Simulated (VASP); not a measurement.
# C (P6_3/mmc) in VASP: a series of runs

The runs below take C through relaxation of cell and atoms, with PBE+D3(BJ).

Program: VASP 6.6.1. These are calculated values, not measurements. Logs are shortened: lines on timing, memory, paths and dates and some standing lists are left out, and cuts for length are marked.

### 1 Starting point

The structure is hexagonal, space group P6_3/mmc (No. 194). Conventional cell: a = 2.456 Å, b = 2.456 Å, c = 6.696 Å, α = 90.00°, β = 90.00°, γ = 120.00°. C (site symmetry -6m2) is surrounded by 3 C at 1.42 Å. C (site symmetry -6m2) has 3 C at 1.42 Å as nearest neighbours.

### 2 Relaxation of cell and atoms, PBE+D3(BJ)

INCAR reads:

```
SYSTEM = C
ALGO     = Normal         ! electronic algorithm
EDIFF    = 1E-7           ! SCF threshold, eV
EDIFFG   = -0.002         ! ionic threshold
ENCUT    = 520            ! plane-wave cutoff, eV
GGA      = PE             ! functional
IBRION   = 2              ! ionic algorithm
ISIF     = 3              ! what is computed and relaxed
ISMEAR   = 0              ! smearing method
IVDW     = 12             ! dispersion correction
LASPH    = .TRUE.         ! aspherical terms in the spheres
LCHARG   = .FALSE.        ! write CHGCAR
LREAL    = .FALSE.        ! projectors in reciprocal space
LWAVE    = .FALSE.        ! write WAVECAR
NELM     = 80             ! most SCF steps
NSW      = 80             ! ionic steps
PREC     = Accurate       ! precision mode
SIGMA    = 0.02           ! smearing width, eV
```

KPOINTS reads:

```
k-points
0
G
  3 3 1
  0 0 0
```

POSCAR reads:

```
C
1.0
    2.4560000000      0.0000000000      0.0000000000
   -1.2280000000      2.1269583900      0.0000000000
    0.0000000000      0.0000000000      6.6960000000
C
4
Direct
    0.0000000000      0.0000000000      0.7500000000
    0.0000000000      0.0000000000      0.2500000000
    0.3333333300      0.6666666700      0.7500000000
    0.6666666700      0.3333333300      0.2500000000
```

Potentials or basis: VASP PAW PBE potentials, release 64 (C).

Command:

```console
$ cat potpaw_PBE.64/C/POTCAR > POTCAR
$ mpirun -np 1 vasp_std > vasp.out
```

OUTCAR:

```text
SYSTEM = C
   EDIFF = 1E-7
   EDIFFG = -0.002
   ENCUT = 520
   GGA = PE
   IBRION = 2
   ISIF = 3
   ISMEAR = 0
   IVDW = 12
   LASPH = .TRUE.
   LREAL = .FALSE.
   NELM = 80
   NSW = 80
   PREC = Accurate
 IVDW          = 12

 ion  position               nearest neighbor table
   1  0.000  0.000  0.750-   3 1.42   3 1.42   3 1.42
   2  0.000  0.000  0.250-   4 1.42   4 1.42   4 1.42
   3  0.333  0.667  0.750-   1 1.42   1 1.42   1 1.42
   4  0.667  0.333  0.250-   2 1.42   2 1.42   2 1.42

  LATTYP: Found a hexagonal cell.
 ALAT       =     2.4560000000
 C/A-ratio  =     2.7263843648

  Lattice vectors:

 A1 = (   2.4560000000,   0.0000000000,   0.0000000000)
 A2 = (  -1.2280000000,   2.1269583900,   0.0000000000)
 A3 = (   0.0000000000,   0.0000000000,   6.6960000000)

Analysis of symmetry for initial positions (statically):
=====================================================================
 Subroutine PRICEL returns:
 Original cell was already a primitive cell.

 Routine SETGRP: Setting up the symmetry group for a
 hexagonal supercell.

 Subroutine GETGRP returns: Found 24 space group operations
 (whereof 12 operations were pure point group operations)
 out of a pool of 24 trial point group operations.

The static configuration has the point symmetry D_3d.
 The point group associated with its full space group is D_6h.

Analysis of symmetry for dynamics (positions and initial velocities):
=====================================================================
 Subroutine PRICEL returns:
 Original cell was already a primitive cell.

 Routine SETGRP: Setting up the symmetry group for a
 hexagonal supercell.

 Subroutine GETGRP returns: Found 24 space group operations
 (whereof 12 operations were pure point group operations)
 out of a pool of 24 trial point group operations.

The dynamic configuration has the point symmetry D_3d.
 The point group associated with its full space group is D_6h.

 Subroutine INISYM returns: Found 24 space group operations
 (whereof 12 operations are pure point group operations),
 and found     1 'primitive' translations

----------------------------------------------------------------------------------------

                                     Primitive cell

  volume of cell :      34.9786

  direct lattice vectors                    reciprocal lattice vectors
     2.456000000  0.000000000  0.000000000     0.407166124  0.235077471  0.000000000
    -1.228000000  2.126958390  0.000000000     0.000000000  0.470154943  0.000000000
     0.000000000  0.000000000  6.696000000     0.000000000  0.000000000  0.149342891

  length of vectors
     2.456000000  2.455999999  6.696000000     0.470154942  0.470154943  0.149342891

  position of ions in fractional coordinates (direct lattice)
     0.000000000  0.000000000  0.750000000
     0.000000000  0.000000000  0.250000000
     0.333333330  0.666666670  0.750000000
     0.666666670  0.333333330  0.250000000

  ion indices of the primitive-cell ions
   primitive index   ion index
                 1           1
                 2           2
                 3           3
                 4           4

----------------------------------------------------------------------------------------

 KPOINTS: k-points

Automatic generation of k-mesh.
 Grid dimensions read from file:
 generate k-points for:    3    3    1

 Generating k-lattice:

  Cartesian coordinates                     Fractional coordinates (reciprocal lattice)
     0.135722041  0.078359157  0.000000000     0.333333333  0.000000000  0.000000000
     0.000000000  0.156718314  0.000000000     0.000000000  0.333333333  0.000000000
     0.000000000  0.000000000  0.149342891     0.000000000  0.000000000  1.000000000

  Length of vectors
     0.156718314  0.156718314  0.149342891

  Shift w.r.t. Gamma in fractional coordinates (k-lattice)
     0.000000000  0.000000000  0.000000000

 Subroutine IBZKPT returns following result:
 ===========================================

 Found      3 irreducible k-points:

 Following reciprocal coordinates:
            Coordinates               Weight
  0.000000  0.000000  0.000000      1.000000
  0.333333 -0.000000  0.000000      6.000000
  0.333333  0.333333  0.000000      2.000000
   k-points           NKPTS =      3   k-points in BZ     NKDIM =      3   number of bands    NBANDS=     12
   number of dos      NEDOS =    301   number of ions     NIONS =      4
   total plane-waves  NPLWV =  16200
   dimension x,y,z NGX =    18 NGY =   18 NGZ =   50
   dimension x,y,z NGXF=    36 NGYF=   36 NGZF=  100
   ions per type =               4
   NGX,Y,Z   is equivalent  to a cutoff of  12.18, 12.18, 12.41 a.u.
   NGXF,Y,Z  is equivalent  to a cutoff of  24.37, 24.37, 24.83 a.u.
 SYSTEM =  C
   PREC   = accura    normal or accurate (medium, high low for compatibility)
   ISTART =      0    job   : 0-new  1-cont  2-samecut
   ICHARG =      2    charge: 1-file 2-atom 10-const
   ISPIN  =      1    spin polarized calculation?
   LNONCOLLINEAR =      F non collinear calculations
   LSORBIT =      F    spin-orbit coupling
   LASPH  =      T    aspherical Exc in radial PAW
   ENCUT  =  520.0 eV  38.22 Ry    6.18 a.u.   4.57  4.57 12.45*2*pi/ulx,y,z
   NELM   =     80;   NELMIN=  2; NELMDL= -5     # of ELM steps
   EDIFF  = 0.1E-06   stopping-criterion for ELM
   LREAL  =      F    real-space projection
   EDIFFG = -.2E-02   stopping-criterion for IOM
   NSW    =     80    number of steps for IOM
   IBRION =      2    ionic relax: 0-MD 1-quasi-New 2-CG
   NFREE  =      1    steps in history (QN), initial steepest desc. (CG)
   ISIF   =      3    stress and relaxation
   ISYM   =      2    0-nonsym 1-usesym 2-fastsym
   POTIM  = 0.5000    time-step for ionic-motion
   TEBEG  =    0.0;   TEEND  =   0.0 temperature during run
   PSTRESS=    0.0 pullay stress
   NELECT =      16.0000    total number of electrons
   NUPDOWN=      -1.0000    fix difference up-down
   EMIN   =  10.00;   EMAX   =-10.00  energy-range for DOS
   EFERMI =   0.00;   METHOD = LEGACY
   ISMEAR =     0;   SIGMA  =   0.02  broadening in eV -4-tet -1-fermi 0-gaus
   EFERMI_NEDOS =   21; number of points for ismear=-14 and -15
   IALGO  =     38    algorithm
   IMIX   =      4    mixing-type and parameters
     AMIX     =   0.40;   BMIX     =  1.00
     AMIX_MAG =   1.60;   BMIX_MAG =  1.00
  volume/ion in A,a.u.               =       8.74        59.01
  Fermi-wavevector in a.u.,A,eV,Ry     =   1.261384  2.383670 21.648079  1.591089
  Thomas-Fermi vector in A             =   2.394846
   LORBIT       =      0    0 simple, 1 ext, 2 COOP (PROOUT), +10 PAW based schemes
   GGA     = PE    functional components
   LHFCALC =     F    Hartree Fock is set to
   AEXX    =    0.0000 exact exchange contribution
   IVDW    =    12    specifies the selected vdW correction
   LEPSILON=     F    determine dielectric tensor
   LRPA    =     F    only Hartree local field effects (RPA)
 conjugate gradient relaxation of ions
 non-spin polarized calculation
 Gauss-broadening in eV      SIGMA  =   0.02
  energy-cutoff  :      520.00
  volume of cell :       34.98
 maximum number of plane-waves:       979
 NGX is ok and might be reduce to    18
   NGX =  9   NGY =  9   NGZ = 25

--------------------------------------- Ionic step        1  -------------------------------------------

 number of electron      15.9999994 magnetization

 Free energy of the ion-electron system (eV)
  ---------------------------------------------------
  ext. energy  EPLUGINS =         0.00000000
  ---------------------------------------------------
  free energy    TOTEN  =       -35.82979958 eV

  energy without entropy =      -35.82478456  energy(sigma->0) =      -35.82729207

------------------------ aborting loop because EDIFF is reached ----------------------------------------

 Edisp (eV)   -0.62732

 E8    (eV) :    -0.1778

  FORCE on cell =-STRESS in cart. coord.  units (eV):
  Direction    XX          YY          ZZ          XY          YZ          ZX
  --------------------------------------------------------------------------------------
  -------------------------------------------------------------------------------------
  Total       2.19206     2.19206    -0.35941     0.00000     0.00000     0.00000
  in kB     100.40613   100.40613   -16.46266     0.00000     0.00000     0.00000
  external pressure =       61.45 kB  Pullay stress =        0.00 kB
[... 103 lines left out ...]
  FREE ENERGIE OF THE ION-ELECTRON SYSTEM (eV)
  ---------------------------------------------------
  free  energy   TOTEN  =       -36.4738532157 eV

  energy  without entropy=      -36.4688381971  energy(sigma->0) =      -36.47134571

[... ionic steps 4 to 8 ...]

--------------------------------------- Ionic step        9  -------------------------------------------

 number of electron      15.9999993 magnetization

------------------------ aborting loop because EDIFF is reached ----------------------------------------

 Edisp (eV)   -0.64984

 E8    (eV) :    -0.1850
[... 73 lines left out ...]
  energy  without entropy=      -36.4740056020  energy(sigma->0) =      -36.47651311

--------------------------------------- Ionic step       11  -------------------------------------------

 number of electron      15.9999993 magnetization

 Free energy of the ion-electron system (eV)
  ---------------------------------------------------
  ext. energy  EPLUGINS =         0.00000000
  ---------------------------------------------------
  free energy    TOTEN  =       -35.82920954 eV

  energy without entropy =      -35.82419452  energy(sigma->0) =      -35.82670203

 E-fermi :   4.9111     XC(G=0): -10.5142

 val. band max:        4.9111156569   @ k =   0.3333   0.3333   0.0000
 cond. band min:       4.9111157100   @ k =   0.3333   0.3333   0.0000
 fundamental gap:      0.0000000531
 Fermi energy:         4.9111156834

 k-point     1 :       0.0000    0.0000    0.0000
  band No.  band energies     occupation
      1     -14.6502      2.00000
      2     -14.2591      2.00000
      3      -3.6583      2.00000
      4      -1.3185      2.00000
      5       1.9546      2.00000
      6       1.9546      2.00000
      7       1.9813      2.00000
      8       1.9813      2.00000
      9       9.5605      0.00000
     10      13.2036      0.00000
     11      13.2036      0.00000
     12      13.2739      0.00000

 k-point     2 :       0.3333   -0.0000    0.0000
  band No.  band energies     occupation
      1     -12.0486      2.00000
      2     -11.7163      2.00000
      3      -4.6956      2.00000
      4      -4.5154      2.00000
      5      -0.7909      2.00000
      6      -0.7171      2.00000
      7      -0.5642      2.00000
      8       1.4519      2.00000
      9       9.3298      0.00000
     10      10.4156      0.00000
     11      12.3142      0.00000
     12      12.5902      0.00000

 k-point     3 :       0.3333    0.3333    0.0000
  band No.  band energies     occupation
      1      -7.7035      2.00000
      2      -7.5724      2.00000
      3      -7.5724      2.00000
      4      -7.4483      2.00000
      5      -5.4853      2.00000
      6      -5.4853      2.00000
      7       4.1641      2.00000
      8       4.9111      1.00000
      9       4.9111      1.00000
     10       5.8218      0.00000
     11      16.1939      0.00000
     12      16.1939      0.00000
[... 33 lines left out ...]
  FREE ENERGIE OF THE ION-ELECTRON SYSTEM (eV)
  ---------------------------------------------------
  free  energy   TOTEN  =       -36.4790574901 eV

  energy  without entropy=      -36.4740424716  energy(sigma->0) =      -36.47654998

 reached required accuracy - stopping structural energy minimisation
```

Wall time 22 s (1 thread of Intel Xeon Platinum 8259CL at 2.50GHz (Skylake/Cascade Lake), shared host); peak memory 0.15 GiB.

Results:

```yaml
Free_energy: -36.4791 eV
Relaxed_volume: 8.60 Å³/atom
Relaxed_cell: a = 2.474 Å, b = 2.474 Å, c = 6.489 Å, α = 90.00°, β = 90.00°, γ = 120.00°
Space_group_after_relaxing_to_0.05_Å: P6_3/mmc (No. 194)
Energy_gained_by_relaxing: 5.5 meV/atom
Ionic_steps: 11
Pressure_after_relaxing: 0.0 GPa
Band_gap_on_the_k_mesh: none (metal or under the smearing width)
Dispersion_energy_per_atom: -0.162 eV
```

Step by step:
```tsv
step	energy change (eV)	largest force (eV/Å)	pressure (GPa)	volume (Å³)
1	0.0000	0.0000	6.14	34.98
2	0.0777	0.0000	-15.02	36.69
3	-0.0167	0.0000	-0.71	35.48
4	-0.0167	0.0000	-0.58	35.47
5	-0.0178	0.0000	-0.53	35.35
6	-0.0204	0.0000	-0.35	34.97
7	-0.0218	0.0000	0.06	34.22
8	-0.0219	0.0000	-0.07	34.43
9	-0.0219	0.0000	-0.05	34.40
10	-0.0219	0.0000	0.32	34.37
11	-0.0219	0.0000	0.00	34.40
```

Final structure:
```
C
1.0
     2.47412    0.00000    0.00000
    -1.23706    2.14265    0.00000
     0.00000    0.00000    6.48875
C
4
Direct
  0.00000 0.00000 0.75000
  0.00000 0.00000 0.25000
  0.33333 0.66667 0.75000
  0.66667 0.33333 0.25000
```

Caveat: the k mesh is coarse (spacing up to 0.98 Å⁻¹), so the values aren't converged.

(Continued in part 2 of 2.)
